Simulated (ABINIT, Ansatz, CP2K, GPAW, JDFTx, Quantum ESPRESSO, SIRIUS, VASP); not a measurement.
**WC: programs and potentials compared**

```
CELL_PARAMETERS angstrom
2.90650 0.00000 0.00000
-1.45325 2.51710 0.00000
0.00000 0.00000 2.83660
ATOMIC_POSITIONS crystal
W 0.00000 0.00000 0.00000
C 0.66667 0.33333 0.50000
```

Alike in all runs: task single point; functional PBEsol; k mesh 10 × 10 × 9; occupations fermi-dirac, width 0.05 eV; no spin polarisation; no spin-orbit coupling. Pressure is positive in compression and, in plane waves, holds the error of the finite cutoff.

```tsv
program and potentials	plane-wave cutoff (eV)	notes	pressure (GPa)
GPAW, PAW data sets generated for this functional	800	-	-3.98
CP2K, POTENTIAL_UZH W GTH-PBE-q14, C GTH-PBE-q4; TZVP-MOLOPT-PBE-GTH basis	-	atomic basis; potentials made for PBE	-4.00
SIRIUS, PseudoDojo 0.4.1 PBEsol standard (scalar relativistic)	1127	-	-3.12
ABINIT, PseudoDojo NC SR PBEsol v0.4.1 standard	1116	-	-3.13
VASP, PBE PAW files C, W_sv, 520 eV	520	potentials made for PBE	-2.25
Ansatz, all-electron LAPW, scalar-relativistic	-	-	-3.43
JDFTx, PseudoDojo-SR-PBEsol-0.4.1-standard with smoothed tails	1116	-	-3.12
Quantum ESPRESSO, GBRV 1.5 PBEsol	762	-	-2.60
```

The pressure spans -4.00 (CP2K, POTENTIAL_UZH W GTH-PBE-q14, C GTH-PBE-q4; TZVP-MOLOPT-PBE-GTH basis) to -2.25 GPa (VASP, PBE PAW files C, W_sv, 520 eV), with all-electron results at -3.43. Rows in atomic bases carry the error of their basis and grid, which can be large.

Differences between rows come from potentials, basis sets and numerical settings, since the functional is the same but for its coding. Runs on potential files found faulty are left out.
